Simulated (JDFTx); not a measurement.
# CaSe under changes of volume

One of the cells (25.829 Å³/atom); the others are scaled copies at fixed shape and fractional positions:

```
CELL_PARAMETERS angstrom
0.00000 2.95600 2.95600
2.95600 0.00000 2.95600
2.95600 2.95600 0.00000
ATOMIC_POSITIONS crystal
Se 0.50000 0.50000 0.50000
Ca 0.00000 0.00000 0.00000
```

| Property | Result |
| --- | --- |
| Program | JDFTx 1.7.0 (patched build) |
| Functional | PBE |
| Potentials or basis | PseudoDojo-SR-PBE-0.5-standard |
| Cutoff | 1170 eV |
| Density cutoff | 9361 eV |
| k mesh | 8 × 8 × 8 |
| Occupations | fermi-dirac, width 0.05 eV |
| Spin | no spin polarisation |

| volume (Å³/atom) | energy over the lowest point (meV/atom) | pressure (GPa) | gap on the mesh (eV) |
| --- | --- | --- | --- |
| 24.280 | 29.95 | 4.8 | 1.87 |
| 24.796 | 16.64 | 3.5 | 1.93 |
| 25.313 | 7.46 | 2.2 | 1.98 |
| 25.829 | ? | ? | ? |
| 26.346 | 0.00 | 0.1 | 2.08 |
| 26.863 | 1.02 | -0.8 | 2.12 |
| 27.379 | 4.82 | -1.6 | 2.16 |

**Question.** What does the run at 25.829 Å³/atom give?

**Answer.** Energy over the lowest point 2.04 meV/atom; pressure 1.1 GPa; gap on the mesh 2.03 eV.

Worked out: A Birch-Murnaghan fit of order 3 (a polynomial in V^(-2/3)) to the other rows has its minimum at 26.42 Å³/atom with B0 = V·E''(V) = 48 GPa and B' = 4.1. It gives 2.04 meV/atom at 25.829 Å³/atom, against the run's 2.04, and -dE/dV = 1.1 GPa, against 1.1. A straight line through the other rows of the gap, of slope 2.41 eV per unit of ln V, gives 2.03 eV, against the run's 2.03.

Energies are extrapolated to zero smearing.

A mesh can miss the band edges. Spin-orbit coupling on Se is left out.
